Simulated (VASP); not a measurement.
# Se (P3_121) in VASP: notebook, part 2 of 4

VASP 6.6.1.

### 3 Dielectric tensor, LDA

INCAR

```
PREC = Accurate ; ENCUT = 600
EDIFF = 1E-8 ; ISMEAR = 0
SIGMA = 0.03 ; LREAL = F
LASPH = T ; NELM = 80
ALGO = Normal ; ISIF = 2
LWAVE = F ; LCHARG = F
GGA = CA ; LEPSILON = T
KPAR = 2
```

KPOINTS

```
Automatic mesh
0
Gamma
  12 12 9
```

POSCAR

```
Se                                      
1.0
    3.9456385284      0.0000000000      0.0000000000
   -1.9728192643      3.4170231997      0.0000000000
   -0.0000000000     -0.0000000000      5.1257208631
  Se            
     3
Direct
     0.2562394946810160    0.0000000000000000    0.3333333332999970
     0.0000000000000000    0.2562394946810160    0.6666666667000030
     0.7437605053189841    0.7437605053189841    0.0000000000000000
```

Potentials or basis: VASP PAW LDA potentials, release 64 (Se).

The run is started by

```bash
$ cat potpaw_LDA.64/Se/POTCAR > POTCAR
$ mpirun -np 2 vasp_std > vasp.out
```

OUTCAR:

```text
PREC = Accurate
   ENCUT = 600
   EDIFF = 1E-8
   ISMEAR = 0
   LREAL = F
   LASPH = T
   NELM = 80
   ISIF = 2
   GGA = CA
   LEPSILON = T

 ion  position               nearest neighbor table
   1  0.256  0.000  0.333-   3 2.45   2 2.45
   2  0.000  0.256  0.667-   3 2.45   1 2.45
   3  0.744  0.744  0.000-   1 2.45   2 2.45

  LATTYP: Found a hexagonal cell.
 ALAT       =     3.9456385284
 C/A-ratio  =     1.2990852624

  Lattice vectors:

 A1 = (   3.9456385284,   0.0000000000,   0.0000000000)
 A2 = (  -1.9728192643,   3.4170231997,   0.0000000000)
 A3 = (   0.0000000000,   0.0000000000,   5.1257208631)

Analysis of symmetry for initial positions (statically):
=====================================================================
 Subroutine PRICEL returns:
 Original cell was already a primitive cell.

 Routine SETGRP: Setting up the symmetry group for a
 hexagonal supercell.

 Subroutine GETGRP returns: Found  6 space group operations
 (whereof  2 operations were pure point group operations)
 out of a pool of 24 trial point group operations.

The static configuration has the point symmetry C_2 .
 The point group associated with its full space group is D_3 .

Analysis of symmetry for dynamics (positions and initial velocities):
=====================================================================
 Subroutine PRICEL returns:
 Original cell was already a primitive cell.

 Routine SETGRP: Setting up the symmetry group for a
 hexagonal supercell.

 Subroutine GETGRP returns: Found  6 space group operations
 (whereof  2 operations were pure point group operations)
 out of a pool of 24 trial point group operations.

The dynamic configuration has the point symmetry C_2 .
 The point group associated with its full space group is D_3 .

 Subroutine INISYM returns: Found  6 space group operations
 (whereof  2 operations are pure point group operations),
 and found     1 'primitive' translations

----------------------------------------------------------------------------------------

                                     Primitive cell

  volume of cell :      69.1067

  direct lattice vectors                    reciprocal lattice vectors
     3.945638528  0.000000000  0.000000000     0.253444403  0.146326194  0.000000000
    -1.972819264  3.417023200  0.000000000     0.000000000  0.292652388  0.000000000
     0.000000000  0.000000000  5.125720863     0.000000000  0.000000000  0.195094510

  length of vectors
     3.945638528  3.945638528  5.125720863     0.292652388  0.292652388  0.195094510

  position of ions in fractional coordinates (direct lattice)
     0.256239495  0.000000000  0.333333333
     0.000000000  0.256239495  0.666666667
     0.743760505  0.743760505  0.000000000

  ion indices of the primitive-cell ions
   primitive index   ion index
[... 505 lines left out ...]
     12       6.2505      0.00000
     13       9.6763      0.00000

 [... further k-points ...]

  FORCE on cell =-STRESS in cart. coord.  units (eV):
  Direction    XX          YY          ZZ          XY          YZ          ZX
  --------------------------------------------------------------------------------------
  -------------------------------------------------------------------------------------
  Total       -0.0042153     -0.0042153      0.0114467      0.0000000      0.0000000      0.0000000
  in kB       -0.0977270     -0.0977270      0.2653816      0.0000000      0.0000000      0.0000000
  external PRESSURE =       0.0233092 kB  Pullay stress =       0.0000000 kB

 VOLUME and BASIS-vectors are now :
 -----------------------------------------------------------------------------
  energy-cutoff  :      600.00
  volume of cell :       69.11
      direct lattice vectors                 reciprocal lattice vectors
     3.945638528  0.000000000  0.000000000     0.253444403  0.146326194  0.000000000
    -1.972819264  3.417023200  0.000000000     0.000000000  0.292652388  0.000000000
     0.000000000  0.000000000  5.125720863     0.000000000  0.000000000  0.195094510

 POSITION                                       TOTAL-FORCE (eV/Angst)
 -----------------------------------------------------------------------------------
      1.01103      0.00000      1.70857         0.000586      0.000000     -0.000000
     -0.50551      0.87558      3.41715        -0.000293      0.000508      0.000000
      1.46731      2.54145      0.00000        -0.000293     -0.000508     -0.000000
 -----------------------------------------------------------------------------------
    total drift:                                0.000000      0.000000     -0.000000

  FREE ENERGIE OF THE ION-ELECTRON SYSTEM (eV)
  ---------------------------------------------------
  free  energy   TOTEN  =       -12.4783714682 eV

  energy  without entropy=      -12.4783714682  energy(sigma->0) =      -12.47837147

 HEAD OF MICROSCOPIC STATIC DIELECTRIC TENSOR (INDEPENDENT PARTICLE, excluding Hartree and local field effects)
 ------------------------------------------------------
          31.540318    -0.000000     0.000000
          -0.000000    31.540318     0.000000
          -0.000000     0.000000    41.849212
 ------------------------------------------------------

 Free energy of the ion-electron system (eV)
  ---------------------------------------------------
  ---------------------------------------------------
  free energy    TOTEN  =        -5.50351472 eV

  energy without entropy =       -5.50351472

------------------------ aborting loop because EDIFF is reached ----------------------------------------

--------------------------------------- Ionic step        2  -------------------------------------------

------------------------ aborting loop because EDIFF is reached ----------------------------------------

--------------------------------------- Ionic step        3  -------------------------------------------

 Free energy of the ion-electron system (eV)
  ---------------------------------------------------
  ---------------------------------------------------
  free energy    TOTEN  =        -7.69472233 eV

  energy without entropy =       -7.69472233

------------------------ aborting loop because EDIFF is reached ----------------------------------------

 PIEZOELECTRIC TENSOR FIELD DIRECTION 3  (e Angst)
 -----------------------------------------------------------------------------
     0.00390 -0.00000  0.00000           (  0.00000 -0.00000  0.00000)
     0.00000  0.00390  0.00000           ( -0.00000  0.00000 -0.00000)
    -0.00000 -0.00000  0.00348           (  0.00000  0.00000 -0.00001)

 PIEZOELECTRIC TENSOR FIELD DIRECTION 3  (C/m^2)
 -----------------------------------------------------------------------------
     0.00090 -0.00000  0.00000
     0.00000  0.00090  0.00000
    -0.00000 -0.00000  0.00081

 MACROSCOPIC STATIC DIELECTRIC TENSOR (including local field effects in DFT)
 ------------------------------------------------------
          28.871570    -0.000000    -0.000000
          -0.000000    28.871570     0.000000
           0.000000     0.000000    39.722918
 ------------------------------------------------------

 PIEZOELECTRIC TENSOR (including local field effects)  for field in x, y, z        (e  Angst)
          XX          YY          ZZ          XY          YZ          ZX
  --------------------------------------------------------------------------------
  x    -2.62898     2.62898    -0.00000    -0.00000     0.84824    -0.00000
  y    -0.00000     0.00000     0.00000     2.62898     0.00000    -0.84823
  z     0.00000     0.00000     0.00000     0.00000    -0.00000    -0.00000

 PIEZOELECTRIC TENSOR (including local field effects)  for field in x, y, z        (C/m^2)
          XX          YY          ZZ          XY          YZ          ZX
  --------------------------------------------------------------------------------
  x    -0.60951     0.60951    -0.00000    -0.00000     0.19666    -0.00000
  y    -0.00000     0.00000     0.00000     0.60951     0.00000    -0.19666
  z     0.00000     0.00000     0.00000     0.00000    -0.00000    -0.00000

 BORN EFFECTIVE CHARGES (including local field effects) (in |e|, cummulative output)
 ---------------------------------------------------------------------------------
 ion    1
    1     1.98969     0.00000    -0.00000
    2     0.00000    -1.98969     1.52898
    3    -0.00000     2.03054     0.00000
 ion    2
    1    -0.99485    -1.72312    -1.32413
    2    -1.72312     0.99485    -0.76449
    3    -1.75850    -1.01527    -0.00000
 ion    3
    1    -0.99485     1.72312     1.32413
    2     1.72312     0.99485    -0.76449
    3     1.75850    -1.01527    -0.00000
```

OSZICAR:

```text
N       E                     dE             d eps       ncg     rms          rms(c)
DAV:   1     0.912769242978E+02    0.91277E+02   -0.82381E+03  3718   0.132E+03
DAV:   2    -0.615149533078E+01   -0.97428E+02   -0.93410E+02  5053   0.189E+02
[... 12 lines left out ...]
RMM:   5    -0.768937824508E+01   -0.33055E-01   -0.46017E-03  9630   0.468E-01    0.495E-02
RMM:   6    -0.769298357051E+01   -0.36053E-02   -0.76962E-05  9900   0.539E-02    0.325E-02
RMM:   7    -0.769433823051E+01   -0.13547E-02   -0.26469E-05  9790   0.237E-02    0.330E-03
RMM:   8    -0.769469077953E+01   -0.35255E-03   -0.25219E-05  9748   0.355E-03    0.155E-03
RMM:   9    -0.769472727890E+01   -0.36499E-04   -0.17774E-06 10150   0.120E-03    0.147E-04
RMM:  10    -0.769472601310E+01    0.12658E-05    0.21027E-06  8923   0.241E-04    0.425E-05
RMM:  11    -0.769472233211E+01    0.36810E-05   -0.12343E-06  6874   0.966E-05    0.919E-06
```

stdout:

```text
POSCAR found type information on POSCAR Se
 POSCAR found :  1 types and       3 ions
 scaLAPACK will be used
 LDA part: xc-table for (Slater(with rela. corr.)+CA(PZ))
 , standard interpolation
 POSCAR, INCAR and KPOINTS ok, starting setup
 FFT: planning ... GRIDC
 FFT: planning ... GRID_SOFT
 FFT: planning ... GRID
 WAVECAR not read
 entering main loop
 Linear response reoptimize wavefunctions to high precision
 Linear response G [H, r] |phi>, progress :
  Direction:   1
 Linear response G [H, r] |phi>, progress :
  Direction:   2
 Linear response G [H, r] |phi>, progress :
  Direction:   3
 Linear response to external field (no local field effect), progress :
  Direction:   1
 dielectric tensor                  component  1 :    28.011     2.318     3.710
 Linear response to external field (no local field effect), progress :
  Direction:   2
 dielectric tensor                  component  2 :     2.589    35.069   -18.199
 Linear response to external field (no local field effect), progress :
  Direction:   3
 dielectric tensor                  component  3 :     3.679   -18.208    41.849
 Linear response to external field, progress :
  Direction:   1
 dielectric tensor                  component  1 :    28.872    -0.975     2.497
 Linear response to external field, progress :
  Direction:   2
 dielectric tensor                  component  2 :     0.114    28.872     0.000
 Linear response to external field, progress :
  Direction:   3
 dielectric tensor                  component  3 :     1.065    -7.155    39.723
 Born effective charges drift removed
```

Run time: 11 min. Hardware: 2 MPI ranks of AMD EPYC 9R14 (Zen 4), shared host; peak memory 1.4 GiB.

What came out:

| Property | Result |
| --- | --- |
| Band gap on the k mesh | 0.44 eV, direct |
| Electronic dielectric tensor (diagonal) | 28.87, 28.87, 39.72 |
| Born charges (mean of the diagonal) | Se +0.00 e |

Levels at points of the mesh, in eV from the valence-band top:
| k point | band 7 | band 8 | band 9 | band 10 | band 11 | band 12 |
| --- | --- | --- | --- | --- | --- | --- |
| (0.00, 0.00, 0.00) | -2.02 | -2.02 | -0.75 | 1.27 | 1.27 | 1.94 |
| (0.50, 0.00, 0.00) | -4.06 | -1.48 | -1.05 | 1.17 | 1.35 | 3.86 |

Electronic dielectric tensor:
```
28.87  0.00  0.00
 0.00 28.87  0.00
 0.00  0.00 39.72
```

Born effective charge tensors (e):
atom 1, Se
```
 1.99  0.00  0.00
 0.00 -1.99  1.53
 0.00  2.03  0.00
```
atom 2, Se
```
-0.99 -1.72 -1.32
-1.72  0.99 -0.76
-1.76 -1.02  0.00
```
atom 3, Se
```
-0.99  1.72  1.32
 1.72  0.99 -0.76
 1.76 -1.02  0.00
```

Caveat: the gap is small at this level, which inflates the dielectric constant; an odd mesh through Γ misses points on the zone boundary, where band edges often lie.

(Part 2 of 4 ends here.)
